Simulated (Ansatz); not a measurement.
This Ansatz 0.2.0 run on FeO (Wuestite) needs a look.

run.py

```python
import json

import ase.io
import numpy as np

import ansatz as az

atoms = ase.io.read("FeO.xyz")
atoms.set_initial_magnetic_moments([-0.5, 0.0])

calculation = (
    az.Crystal.from_ase(atoms)
    .calculation()
    .kpoints(8, 8, 8)
    .functional("pbesol")
    .pseudopotentials(kind="paw", source="jth", xc_functional="pbe")
    .hubbard(projectors="all-electron-atomic", double_counting="fll")
    .hubbard("Fe", "d", u_eff=4.5)
    .spin("collinear")
    .scf(max_iterations=100, extra_bands=6)
    .occupations(method="fermi_dirac", width=0.05)
    .density_of_states(energy_step=0.05, projected=False, nscf_kmesh=(12, 12, 12))
    .forces()
    .stress()
    .band_table(publish=True)
)
outcome = calculation.run(threads=2, events_out="events.jsonl")

report = outcome.report
for line in open("events.jsonl"):
    event = json.loads(line)
    if event["event"] == "scf_iter":
        d = event["data"]
        print(f"SCF {d['iter']:3d}  HF = {d['harris_foulkes_ev']:.6f} eV  dr2 = {d['dr2_ev']:.2e} eV")
    elif event["event"] in ("relax_step", "md_step"):
        d = event["data"]
        print(f"{event['event']} {d['step']:3d}  E = {d['lagrangian_ev']:.6f} eV")
np.set_printoptions(precision=5, suppress=True, linewidth=110)
print("converged:", report["converged"], "after", report["n_iterations"], "iterations")
print(f"free energy {report['free_energy_ev']:.6f} eV, Fermi level {report['fermi_energy_ev']:.4f} eV")
for key in ("band_edges_ev", "magnetization_mub", "site_moments_mub", "site_moments_nc_mub", "forces_ev_ang",
                "stress_gpa", "kpoints_frac", "eigenvalues_ev"):
    if report.get(key) is not None:
        print(key, np.array(report[key]), sep="\n")
```

The input FeO.xyz:

```xyz
2
Lattice="2.8651498005 1.5884111631 4.8462592752 -2.8904324460 1.6067963083 4.8550994139 0.0032805645 -3.2615708726 4.8737755770" Properties=species:S:1:pos:R:3 pbc="T T T"
Fe     0.0000000000      0.0000000000      0.0000000000
O     -0.0110010405     -0.0331817006      7.2875671331
```

Potentials or basis: JTH PAW.

The run is started by

```console
$ python run.py
```

Output:

```text
DeckWarning: basis.ecutwfc = 1380 eV, auto-derived from the records' recommended cutoffs: set by O (normal level)
DeckWarning: pseudopotentials/Fe.paw.azcp: the checks of this Fe dataset prove no rule for summing its radial tables, as where they were carried onto another mesh than they were made on, and Gregory's rule is taken, under which a leading mesh point left out moves its sums only by what lay on the interval it spanned. That does not make them correct, and they differ from Quantum ESPRESSO's on this file; a re-export a fr [...]
DeckWarning: pseudopotentials/O.paw.azcp: the checks of this O dataset prove no rule for summing its radial tables, as where they were carried onto another mesh than they were made on, and Gregory's rule is taken, under which a leading mesh point left out moves its sums only by what lay on the interval it spanned. That does not make them correct, and they differ from Quantum ESPRESSO's on this file; a re-export a frac [...]
PlacementWarning: RAYON_NUM_THREADS=2 ignored (pool sized by the plan → 2); use plan(threads=…)
Traceback (most recent call last):
  File "run.py", line 27, in <module>
  [frames inside libraries left out]
ansatz.MemoryBudgetError: memory limit exceeded: the `energy derivatives` phase needs 4.80 GiB against the run's memory maximum of 4.50 GiB; largest carriers: wavefunctions 2.08 GiB, hubbard atomic tables 0.86 GiB, hubbard raw tables 0.86 GiB, unmodelled-tail allowance 0.30 GiB, plane-wave basis 0.25 GiB; wavefunction blocks cannot be spilled: the DFT+U terms tabulate every k-point at once; with nothing else changed it takes a maximum of at least 4.81 GiB, with nothing to spare, and 5.29 GiB leaves up to a tenth: max_ram="5.29GiB" in plan() where that set the maximum, else more of the term that did, and with no share typed, where 5.29 GiB is over 0.88 of the host's memory or its container's limit, a share of 0.88 or more that holds the maximum too (max_ram_frac=F in plan()), where one does (the maximum bounds the whole process)
```

Problem. How did it end, and where is the flaw?

Solution. No converged result was reached. The input holds a flaw that was put in on purpose: a lattice typed in bohr.
